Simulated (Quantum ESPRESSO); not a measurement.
Sn in Quantum ESPRESSO: the effect of strain

Crystal: Sn.

```
CELL_PARAMETERS angstrom
-1.89465 1.89465 1.81887
1.89465 -1.89465 1.81887
1.89465 1.89465 -1.81887
ATOMIC_POSITIONS crystal
Sn 0.00000 0.00000 0.00000
```

This isn't the form of Sn at room conditions, which is tetragonal (white tin).

Alike in all runs:

| Item | Value |
| --- | --- |
| Program | Quantum ESPRESSO 7.5 |
| Task | single point |
| Functional | PBEsol |
| Potentials or basis | GBRV 1.5 PBEsol |
| Cutoff | 925 eV |
| Density cutoff | 7401 eV |
| k mesh | 10 × 10 × 10 |
| Occupations | fermi-dirac, width 0.05 eV |
| Spin | no spin polarisation |
| Kind of strain | uniaxial_z |
| Mixing beta | 0.5 |
| Most SCF iterations | 120 |
| SCF threshold | 2e-10 Ry |

| strain | pressure (GPa) |
| --- | --- |
| -0.04 | -0.3 |
| -0.02 | -1.5 |
| -0.01 | -1.9 |
| 0 | -2.4 |
| 0.01 | -2.8 |
| 0.02 | -3.1 |
| 0.04 | ? |

Question: What does the run with strain 0.04 give?

Answer: Pressure -3.8 GPa.

Worked out: A parabola through the other rows of the pressure, of slope -19.3 GPa per unit of strain there, extrapolates to -3.6 GPa, against the run's -3.8.
